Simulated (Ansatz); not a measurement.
WS$_{2}$: do energies and stresses tell the same story?

Method: DFT PBE, scalar-relativistic, plane waves, PAW in Ansatz.

Cutoff 420 eV; k points 12×12×2 on the computed 6-atom cell (Γ-centred); Gaussian smearing, width 0.02 eV; no spin polarisation.

Relaxed cell: P6_3/mmc, a = 3.188 Å, b = 3.188 Å, c = 14.856 Å, α = 90.00°, β = 90.00°, γ = 120.00°, 6 atoms in the primitive cell.

Energies at zero smearing and pressures from the stress tensor, at volumes with shape and atoms relaxed:
| V (Å³/atom) | E − E(first) (meV/atom) | P (GPa) |
| --- | --- | --- |
| 20.482 | 0.00 | 0.252 |
| 21.136 | -0.55 | 0.040 |
| 21.790 | -0.70 | 0.002 |
| 22.443 | -0.63 | 0.032 |
| 23.097 | -0.47 | 0.015 |

Q: Check P = −dE/dV between neighbouring volumes, and get the bulk modulus from the pressures alone.

A: With 1 eV/Å³ = 160.2 GPa:
```json
{"middle V (Å³/atom)": "20.809", "−ΔE/ΔV (GPa)": "0.134", "mean P (GPa)": "0.146"}
{"middle V (Å³/atom)": "21.463", "−ΔE/ΔV (GPa)": "0.037", "mean P (GPa)": "0.021"}
{"middle V (Å³/atom)": "22.117", "−ΔE/ΔV (GPa)": "-0.017", "mean P (GPa)": "0.017"}
{"middle V (Å³/atom)": "22.770", "−ΔE/ΔV (GPa)": "-0.041", "mean P (GPa)": "0.024"}
```

The two differ by 0.064 GPa at most. The mean of two end pressures misses the average over a step by about ΔV² P″/12, up to 0.019 GPa here; with that taken off 0.073 GPa remains, from the finite cutoff, the mesh or the relaxation's tolerance. Around V = 21.790 Å³/atom, the two neighbours give B = −V ΔP/ΔV = 21.790 × 0.008 / 1.307 = 0.1 GPa, against B0 = 1.7 GPa from the Birch–Murnaghan fit of the energies, which describes these points poorly (B0' = 21.9).

Spin–orbit coupling is left out, which can shift energies with elements as heavy as these. The cell holds layers, and where no dispersion correction was added their binding is poorly described.

Cost: 6 runs of about 2.7 core-minutes in all, on Intel Xeon 6975P-C (Granite Rapids) (shared hosts).